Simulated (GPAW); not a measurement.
Here is a GPAW 26.7.0 calculation.

Contents of run.py:

```python
import json
import numpy as np
from ase import Atoms
from ase.constraints import FixSymmetry
from ase.io import read, write
from ase.optimize import BFGS
from contextlib import redirect_stdout
from io import StringIO
from phonopy import Phonopy
from phonopy.structure.atoms import PhonopyAtoms
from gpaw import GPAW, PW, setup_paths
from gpaw.berryphase import polarization_phase

setup_paths.insert(0, '.')

atoms = read('POSCAR')

calc = GPAW(mode=PW(680),
            xc='LDA',
            kpts={'size': (4, 4, 4), 'gamma': True},
            occupations={'name': 'fermi-dirac', 'width': 0.01},
            nbands=44,
            convergence={'density': 1e-06, 'eigenstates': 1e-09},
            maxiter=150,
            txt='gpaw.txt')
atoms.calc = calc
atoms.set_constraint(FixSymmetry(atoms))
BFGS(atoms, trajectory='relax.traj', logfile='-').run(fmax=0.005, steps=40)
atoms.set_constraint()
energy = atoms.get_potential_energy()
forces = atoms.get_forces()
stress = atoms.get_stress()
calc.write('gs.gpw')
write('result.traj', atoms)
print('Cell:', atoms.cell.cellpar().round(4))
print(atoms.get_scaled_positions().round(5))

n = len(atoms)
unit = PhonopyAtoms(symbols=atoms.get_chemical_symbols(), cell=atoms.cell[:], scaled_positions=atoms.get_scaled_positions())
ph = Phonopy(unit, supercell_matrix=np.eye(3, dtype=int), primitive_matrix=np.eye(3), symprec=1e-4)
ph.generate_displacements(distance=0.01, is_plusminus=True)
forces, phases = [], []
for i, move in enumerate(ph.dataset['first_atoms']):
    b = atoms.copy()
    b.positions[move['number']] += move['displacement']
    c = GPAW(mode=PW(680),
             xc='LDA',
             kpts={'size': (4, 4, 4), 'gamma': True},
             occupations={'name': 'fermi-dirac', 'width': 0.01},
             nbands=44,
             convergence={'density': 1e-06, 'eigenstates': 1e-09},
             maxiter=150,
             symmetry='off',
             txt=f'disp-{i:02d}.txt')
    b.calc = c
    f = b.get_forces()
    forces.append(f - f.mean(axis=0))
    with redirect_stdout(StringIO()):
        phases.append(polarization_phase(calc=c)['phase_c'])
    print(move['number'], np.round(move['displacement'], 4), 'phases', phases[-1].round(5), flush=True)

# each pair of opposite moves, with its images under the space group
ops, cell, spos = ph.symmetry.symmetry_operations, atoms.cell[:].T, atoms.get_scaled_positions()
moves, dipoles = [[] for a in atoms], [[] for a in atoms]
for move, up, down in zip(ph.dataset['first_atoms'][::2], phases[::2], phases[1::2]):
    dphi = (up - down + np.pi) % (2 * np.pi) - np.pi
    dp = dphi @ atoms.cell[:] / (2 * np.pi)  # e A
    for w, t in zip(ops['rotations'], ops['translations']):
        x = w @ spos[move['number']] + t - spos
        b = np.linalg.norm(x - x.round(), axis=1).argmin()
        R = cell @ w @ np.linalg.inv(cell)
        moves[b].append(R @ move['displacement'] * 2)
        dipoles[b].append(R @ dp)
Z = np.array([np.linalg.lstsq(np.array(u), np.array(p), rcond=None)[0].T for u, p in zip(moves, dipoles)])  # Z[a, i, j] = dp_i / du_j
ph.forces = forces
ph.produce_force_constants()
ph.symmetrize_force_constants()
H = ph.force_constants.transpose(0, 2, 1, 3).reshape((3 * n, 3 * n))
rule = Z.sum(axis=0)
print('Sum of the charges:')
print(rule.round(4))
Z -= rule / n
for a in atoms:
    print(a.symbol)
    print(Z[a.index].round(3))
w = np.repeat(atoms.get_masses()**-0.5, 3)
omega2, modes = np.linalg.eigh(H * w * w[:, None])
nu = np.sign(omega2) * abs(omega2)**0.5 * 521.4709  # cm^-1
dipoles = np.einsum('aij,ajm->mi', Z, (modes * w[:, None]).reshape((n, 3, -1)))  # e / amu^0.5
optical = np.argsort(abs(omega2))[3:]
eps_ion = sum(np.outer(dipoles[m], dipoles[m]) / omega2[m] for m in optical) * 4 * np.pi * 14.399645 / atoms.get_volume()
for m in range(3 * n):
    print(f'{nu[m]:9.2f} cm^-1  IR {(dipoles[m]**2).sum():8.4f} e^2/amu')
print('Lattice part of the dielectric tensor:')
print(eps_ion.round(3))
json.dump({'Z': Z.tolist(), 'rule': rule.tolist(), 'nu': nu.tolist(), 'ir': (dipoles**2).sum(1).tolist(), 'eps_ion': eps_ion.tolist()},
          open('born.json', 'w'))
```

POSCAR

```
Al2O3
1.0
    2.3802500000      1.3742379782      4.3318666667
   -2.3802500000      1.3742379782      4.3318666667
    0.0000000000     -2.7484759565      4.3318666667
Al O
4 6
Direct
    0.8521600000      0.8521600000      0.8521600000
    0.6478400000      0.6478400000      0.6478400000
    0.1478400000      0.1478400000      0.1478400000
    0.3521600000      0.3521600000      0.3521600000
    0.0566800000      0.7500000000      0.4433200000
    0.7500000000      0.4433200000      0.0566800000
    0.4433200000      0.0566800000      0.7500000000
    0.9433200000      0.2500000000      0.5566800000
    0.2500000000      0.5566800000      0.9433200000
    0.5566800000      0.9433200000      0.2500000000
```

Potentials or basis: PAW data sets generated in the run's folder for this functional, pw.

Command:

```sh
$ gpaw-setup -f LDA Al O
$ OMP_NUM_THREADS=1 python run.py
```

Q: What does it give for the Born charges (mean of the diagonal)?

A: Al +2.96; O -1.97 e.

Q: What does it give for the highest phonon frequency at Γ, LO-TO splitting left out?

A: 742 cm⁻¹.

Q: What does it give for the band gap on the k mesh?

A: 6.19 eV, direct.

Forces on the atoms (eV/Å):
```
Al   0.000  0.000  0.004
Al   0.000  0.000 -0.004
Al   0.000  0.000 -0.004
Al   0.000  0.000  0.004
O   -0.001 -0.001  0.000
O   -0.001  0.001  0.000
O    0.001  0.000  0.000
O    0.001  0.001  0.000
O    0.001 -0.001  0.000
O   -0.001  0.000  0.000
```

Caveat: the cell is more than 3 GPa from zero pressure, which shifts response properties; the k mesh is coarse; the cutoff is short for stress and forces, so pressures can be off by a GPa or more; the LO-TO splitting is left out.

**Measured values to compare with.**

“Multi-petahertz electron interference in Cr:Al2O3 solid-state material”, 2018, pmc:5906618 quotes, for a bulk crystal of Al2O3: band gap 8.7 eV (optical).

Against the measured gap of Al2O3, 8.7 eV (optical; quoted in “Multi-petahertz electron interference in Cr:Al2O3 solid-state material”, 2018, pmc:5906618), the calculated 6.19 eV is off by -2.51 eV. The value is that of LDA, without temperature or zero-point motion. Semilocal functionals fall short of measured gaps as a rule.
